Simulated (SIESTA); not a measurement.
SIESTA run on CsCl (Pm-3m, 2 atoms in the cell): self-consistent single point

Method of the run: SIESTA 5.4.2 with GGA PBE, numerical atomic orbitals DZP, PseudoDojo PBE standard norm-conserving potentials (rewritten from UPF to PSML).

The input file:

```
# files in the folder: Cs.psml Cl.psml (PseudoDojo PBE standard)
SystemName  CsCl
SystemLabel cscl

NumberOfAtoms                2
NumberOfSpecies              2
%block ChemicalSpeciesLabel
  1 55 Cs
  2 17 Cl
%endblock ChemicalSpeciesLabel
LatticeConstant              4.115937 Ang
%block LatticeVectors
     1.000000000    0.000000000    0.000000000
     0.000000000    1.000000000    0.000000000
     0.000000000    0.000000000    1.000000000
%endblock LatticeVectors
AtomicCoordinatesFormat      Ang
%block AtomicCoordinatesAndAtomicSpecies
     0.000000000    0.000000000    0.000000000  1
     2.057968500    2.057968500    2.057968500  2
%endblock AtomicCoordinatesAndAtomicSpecies

XC.functional                GGA
XC.authors                   PBE
PAO.BasisSize                DZP
PAO.EnergyShift              0.01 Ry
MeshCutoff                   400 Ry
%block kgrid.MonkhorstPack
    4   0   0  0.0
    0   4   0  0.0
    0   0   4  0.0
%endblock kgrid.MonkhorstPack
OccupationFunction           FD
ElectronicTemperature        0.01 eV

MaxSCFIterations             150
SCF.Mixer.Method             Pulay
SCF.Mixer.Weight             0.2
SCF.Mixer.History            8
SCF.DM.Tolerance             1.0E-05
Diag.ParallelOverK           true
WriteForces                  true
```

The program printed (abridged):

```
reinit: Reading from file input.fdf

reinit: System Name: CsCl
reinit: System Label: cscl

coor:   Atomic-coordinates input format  =     Cartesian coordinates
coor:                                          (in Angstroms)

siesta: Atomic coordinates (Bohr) and species
siesta:      0.00000   0.00000   0.00000  1        1
siesta:      3.88900   3.88900   3.88900  2        2

siesta: System type = bulk

initatomlists: Number of atoms, orbitals, and projectors:      2    22    36

siesta: ******************** Simulation parameters ****************************
redata: Spin configuration                          = none
redata: Time-Reversal Symmetry                      = T
redata: Number of Atomic Species                    =        2
redata: Mesh Cutoff                                 =   400.0000 Ry
redata: Net charge of the system                    =     0.0000 |e|
redata: Min. number of SCF Iter                     =        0
redata: Max. number of SCF Iter                     =      150
redata: SCF convergence failure will abort job
redata: SCF mix quantity                            = Hamiltonian
redata: Mix DM or H after convergence               =   F
redata: Recompute H after scf cycle                 =   F
redata: Mix DM in first SCF step                    =   T
redata: No kicks to SCF
redata: DM Mixing Weight for Kicks                  =     0.5000
redata: Require Harris convergence for SCF          =   F
redata: Harris energy tolerance for SCF             =     0.000100 eV
redata: Require DM convergence for SCF              =   T
redata: DM tolerance for SCF                        =     0.000010
redata: Require EDM convergence for SCF             =   F
redata: EDM tolerance for SCF                       =     0.001000 eV
redata: Require H convergence for SCF               =   T
redata: Hamiltonian tolerance for SCF               =     0.001000 eV
redata: Require (free) Energy convergence for SCF   =   F
redata: (free) Energy tolerance for SCF             =     0.000100 eV
redata: Using DFT-D3 dispersion                     =   F
redata: Using Saved Data (generic)                  =   F
redata: Method of Calculation                       = Diagonalization
redata: Electronic Temperature                      =   116.0452 K
redata: Number of TDED substeps                     =        3
redata: Dynamics option                             = Single-point calculation
redata: Save all siesta data in one NC              =   F
redata: ***********************************************************************

%block SCF.Mixers
  Pulay
%endblock SCF.Mixers

%block SCF.Mixer.Pulay
  # Mixing method
  method pulay
  variant stable

  # Mixing options
  weight 0.2000
  weight.linear 0.2000
  history 8
%endblock SCF.Mixer.Pulay

DM_history_depth set to one: no extrapolation allowed by default for geometry relaxation
Size of DM history Fstack: 1
Total number of electrons:    16.000000
Total ionic charge:    16.000000

* ProcessorY, Blocksize:    1  23

* Orbital distribution balance (max,min):    22    22

k-point displ. along   1 input, could be:     0.00    0.50
k-point displ. along   2 input, could be:     0.00    0.50
k-point displ. along   3 input, could be:     0.00    0.50
 Kpoints in:           48 . Kpoints trimmed:           44

siesta: k-grid: Number of k-points = 44
siesta: k-points from Monkhorst-Pack grid
siesta: k-cutoff (effective) =     8.232 Ang
siesta: k-point supercell and displacements
siesta: k-grid:     4     0     0      0.000
siesta: k-grid:     0     4     0      0.000
siesta: k-grid:     0     0     4      0.000

diag: Algorithm                                     = D&C
diag: Parallel over k                               =   F
diag: Use parallel 2D distribution                  =   F
diag: Parallel block-size                           = 23
diag: Parallel distribution                         =     1 x     1
diag: Used triangular part                          = Lower
diag: Absolute tolerance                            =  0.100E-15
diag: Orthogonalization factor                      =  0.100E-05
diag: Memory factor                                 =  1.0000

superc: Internal auxiliary supercell:     5 x     5 x     5  =     125
superc: Number of atoms, orbitals, and projectors:    250   2750   4500

                        Single-point calculation

superc: Internal auxiliary supercell:     5 x     5 x     5  =     125
superc: Number of atoms, orbitals, and projectors:    250   2750   4500

outcell: Unit cell vectors (Ang):
        4.115937    0.000000    0.000000
        0.000000    4.115937    0.000000
        0.000000    0.000000    4.115937

outcell: Cell vector modules (Ang)   :    4.115937    4.115937    4.115937
outcell: Cell angles (23,13,12) (deg):     90.0000     90.0000     90.0000
outcell: Cell volume (Ang**3)        :     69.7278
new_DM -- step:     1
Initializing Density Matrix...

Attempting to read DM from file... Failed...
DM filled with atomic data:

InitMesh: MESH = 50 x 50 x 50 = 125000
InitMesh: Mesh cutoff (required, used) =   400.000   407.854 Ry

stepf: Fermi-Dirac step function

        iscf     Eharris(eV)        E_KS(eV)     FreeEng(eV)     dDmax    Ef(eV) dHmax(eV)
   scf:    1    -1084.141283    -1084.142648    -1084.142648  0.362972 -5.330465  2.950001
   scf:    2    -1084.538933    -1084.351803    -1084.351803  0.051089 -5.839668  1.774092
   scf:    3    -1084.567521    -1084.489627    -1084.489627  0.101576 -2.798157  0.386904
   scf:    4    -1084.496109    -1084.494066    -1084.494066  0.031400 -3.142759  0.167640
   scf:    5    -1084.494890    -1084.494499    -1084.494499  0.003539 -3.134166  0.112769
   scf:    6    -1084.495040    -1084.494845    -1084.494845  0.008745 -3.107428  0.004012
   scf:    7    -1084.494843    -1084.494845    -1084.494845  0.000247 -3.106173  0.007705
   scf:    8    -1084.494847    -1084.494846    -1084.494846  0.000611 -3.104744  0.000222
mix: Pulay -- inversion failed, > SVD [rank/size] 4 / 7
   scf:    9    -1084.494846    -1084.494846    -1084.494846  0.000002 -3.104745  0.000195

SCF Convergence by DM+H criterion
max |DM_out - DM_in|         :     0.0000022209
max |H_out - H_in|      (eV) :     0.0001949526
SCF cycle converged after 9 iterations

Using DM_out to compute the final energy and forces

siesta: E_KS(eV) =            -1084.4948

siesta: E_KS - E_eggbox =     -1084.4948

siesta: Atomic forces (eV/Ang):
     1   -0.000000   -0.000000   -0.000000
     2   -0.000000   -0.000000    0.000000
   Tot   -0.000000   -0.000000   -0.000000
   Max    0.000000
   Res    0.000000    sqrt( Sum f_i^2 / 3N )
   Max    0.000000    constrained

Stress tensor Voigt[x,y,z,yz,xz,xy] (kbar):      -13.60      -13.60      -13.60       -0.00       -0.00       -0.00
(Free)E + p*V (eV/cell)    -1083.9031
Target enthalpy (eV/cell)    -1084.4948

siesta: Program's energy decomposition (eV):
siesta: Ebs     =      -215.260178
siesta: Eions   =      1738.913154
siesta: Ena     =       508.026877
siesta: Ekin    =       296.730990
siesta: Enl     =       150.394438
siesta: Eso     =         0.000000
siesta: Edftu   =         0.000000
siesta: DEna    =        10.480416
siesta: DUscf   =         0.467527
siesta: DUext   =         0.000000
siesta: Ex      =      -286.317393
siesta: Ec      =       -25.364548
siesta: Exc     =      -311.681941
siesta: Eharris =     -1084.494846
siesta: Etot    =     -1084.494846
siesta: FreeEng =     -1084.494846

siesta: Stress tensor (static) (eV/Ang**3):
siesta:    -0.008486   -0.000000   -0.000000
siesta:    -0.000000   -0.008486   -0.000000
siesta:    -0.000000   -0.000000   -0.008486

siesta: Cell volume =         69.727831 Ang**3

siesta: Pressure (static):
siesta:                Solid            Molecule  Units
siesta:           0.00009243          0.00009243  Ry/Bohr**3
siesta:           0.00848645          0.00848645  eV/Ang**3
siesta:          13.59679511         13.59679511  kBar
```

The run converged in 9 iterations.

The starting cell comes from a database of computed structures (which also holds hypothetical and non-ambient phases and stackings), without a prior relaxation at this level. Its lattice was rescaled by a random factor within 2.5 % of one. Values carry the incompleteness of an atom-centred basis.
